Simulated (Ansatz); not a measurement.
**Zone-centre phonons of BN at 40 GPa: input and output**

Computed with DFT PBE+D3(BJ), scalar-relativistic, plane waves, PAW in Ansatz.

Launched with:
```bash
ansatz run input.yaml --threads 1 --pin off --max-ram 3072MiB --backend cpu --events-out ev --progress --plain --runs-dir out
```

Input (bare energies are in eV):
```yaml
crystal:
  lattice:
    - [2.464296725, 0.0022769474, -0.2345917871]
    - [-1.222961556, 2.1394241413, 0.2345766739]
    - [-1.0438543784, -0.8255557186, 2.0872522829]
  atoms:
    - { symbol: B, position: [1.0740745031, 1.0329420141, 0.1184025173] }
    - { symbol: "N", position: [0.5740744969, 0.2829419859, 0.8684024827] }
basis:
  ecutwfc: 420
kpoints:
  mp_grid: { grid: [12, 12, 12] }
hamiltonian:
  xc: pbe
  dispersion: d3bj
scf:
  occupations: { method: fixed }
output:
  eigenvalues: true
phonons:
  method: dfpt
  dielectric: true
  rigid_motions: translations
  eigenvectors: true
```

Results section of the output:
```
--- Phonons (Γ-DFPT): 6 representative perturbations + reference, on 868 of 1728 k-points (Σ response iterations 18) ---
  ASR residual: 6.883e-5 → 0.000e0 eV/Å²; symmetrization residual: 7.585e-7 eV/Å²
  The last average, over the group as it would stand without the narrowing to the FFT grids, took up to 5.297e-5 eV/Å² of the zone centre's force constants
  pairwise dispersion correction: d3bj (s6 = 1.0, s8 = 0.7875, a1 = 0.4289, a2_bohr = 4.4407), with the weights of each atom's references fixed at the reference crystal's, and the forces and stress that the weights' published response gives ...
  ASR residual per site (eV/Å²): 6.88e-5 6.32e-5
  Γ frequencies (cm⁻¹): 0.00 0.00 0.00 1165.41 1165.41 1165.41
  ε∞ (high-frequency dielectric tensor):
        4.520448     0.000000     0.000000
        0.000000     4.520448    -0.000000
        0.000000    -0.000000     4.520448
  ε⁰ (static dielectric tensor: ions relaxed, cell fixed):
        6.445850     0.000000     0.000000
        0.000000     6.445850    -0.000000
        0.000000    -0.000000     6.445850
  ε⁰ − ε∞ (ionic part):
        1.925402     0.000000     0.000000
        0.000000     1.925402    -0.000000
        0.000000    -0.000000     1.925402
  softest optical mode at Γ: 1165.41 cm⁻¹; the repairs (sum rule, projections) moved no ω² at Γ by more than (3.14 cm⁻¹)²
  Born effective charges Z* (e; rows j = field, columns β = displacement):
    site 0:
         1.86491    0.00000    0.00000
         0.00000    1.86491   -0.00000
         0.00000   -0.00000    1.86491
    site 1:
        -1.86491   -0.00000   -0.00000
        -0.00000   -1.86491    0.00000
        -0.00000    0.00000   -1.86491
  Z* charge neutrality: 1.154e-5 e pre-enforcement
  k-mesh period / interband length: 29.7 Å / 1.26 Å = 23.50 at k = (0.0000, -0.5000, -0.5000), direct gap 9.973 eV — 14 or more, which is no proof of convergence
  optical modes at Γ without the LO–TO term, one row a degenerate level:
      ω (cm⁻¹) modes IR ((D/Å)²/amu)
       1165.41      3            39.4529
  optical modes at Γ + LO–TO along q̂ = [1.0000, 0.0000, 0.0000]:
      ω (cm⁻¹) modes IR ((D/Å)²/amu)
       1165.41      2            26.3019
       1391.64      1            13.1510
  optical modes at Γ + LO–TO along q̂ = [0.0000, 1.0000, 0.0000]:
      ω (cm⁻¹) modes IR ((D/Å)²/amu)
       1165.41      2            26.3019
       1391.64      1            13.1510
  optical modes at Γ + LO–TO along q̂ = [0.0000, 0.0000, 1.0000]:
      ω (cm⁻¹) modes IR ((D/Å)²/amu)
       1165.41      2            26.3019
       1391.64      1            13.1510
```

It took 73 s on 1 thread of Intel(R) Xeon(R) Platinum 8175M CPU @ 2.50GHz (Skylake/Cascade Lake) (shared host), peak memory 0.62 GiB.

Other phases may be more stable at this pressure.